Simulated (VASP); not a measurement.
# Na: restarted molecular dynamics, 2 variants

Na, Im-3m (no. 229), 16 atoms in the cell. PBE, molecular dynamics; PAW potentials Na (PBE set).

| Restart from | Temperature at the end (K) | The same without a restart (K) | Potential energy at the end (eV/atom) | The same without a restart (eV/atom) | Electronic steps in the first step after the restart | Time (s) |
|---|---|---|---|---|---|---|
| CONTCAR with velocities, WAVECAR read | 1069.0 | 1069.0 | -1.15341 | -1.15341 | 4 | 154 |
| CONTCAR with velocities, no WAVECAR | 1069.0 | 1069.0 | -1.15341 | -1.15341 | 14 | 169 |

Limits: 120 fs of 16 atoms are too short for converged averages.

## Input of the first row

INCAR.step1:
```
SYSTEM = Na
ALGO = Fast
EDIFF = 1E-6
ENCUT = 200
GGA = PE
IBRION = 0
ISIF = 2
ISMEAR = -1
ISYM = 0
KPAR = 2
LASPH = .True.
LCHARG = .False.
LREAL = Auto
LWAVE = .True.
MDALGO = 4
NELM = 60
NELMIN = 4
NHC_NCHAINS = 3
NHC_PERIOD = 30
NSW = 30
POTIM = 2.0
PREC = Normal
RANDOM_SEED = 198416 0 0
SIGMA = 0.069
TEBEG = 1600
```

INCAR.step2, as INCAR.step1 but for:
```
- LWAVE = .True.
+ LWAVE = .False.
```

KPOINTS:
```
k-points
0
Monkhorst-Pack
  2 2 2
```

POSCAR.step1:
```
Na
1.0
    8.5640000000      0.0000000000      0.0000000000
    0.0000000000      8.5640000000      0.0000000000
    0.0000000000      0.0000000000      8.5640000000
Na
16
Direct
    0.0000000000      0.0000000000      0.0000000000
    0.0000000000      0.0000000000      0.5000000000
    0.0000000000      0.5000000000      0.0000000000
    0.0000000000      0.5000000000      0.5000000000
    0.5000000000      0.0000000000      0.0000000000
    0.5000000000      0.0000000000      0.5000000000
    0.5000000000      0.5000000000      0.0000000000
    0.5000000000      0.5000000000      0.5000000000
    0.2500000000      0.2500000000      0.2500000000
    0.2500000000      0.2500000000      0.7500000000
    0.2500000000      0.7500000000      0.2500000000
    0.2500000000      0.7500000000      0.7500000000
    0.7500000000      0.2500000000      0.2500000000
    0.7500000000      0.2500000000      0.7500000000
    0.7500000000      0.7500000000      0.2500000000
    0.7500000000      0.7500000000      0.7500000000
```

Commands (each step's output is kept before the next begins):
```
cat potpaw_PBE.64/Na/POTCAR > POTCAR
cp INCAR.step1 INCAR
cp POSCAR.step1 POSCAR
mpirun -np 2 vasp_std > vasp.out
cp CONTCAR POSCAR
cp INCAR.step2 INCAR
mpirun -np 2 vasp_std > vasp.out
```

Changes of the last row against the first:
```
(step 1)
- LWAVE = True
+ LWAVE = False
```

VASP 6.6.1 took 154 s on 2 cores (Intel Xeon Platinum 8259CL @ 2.50GHz (Skylake/Cascade Lake)), a shared host.
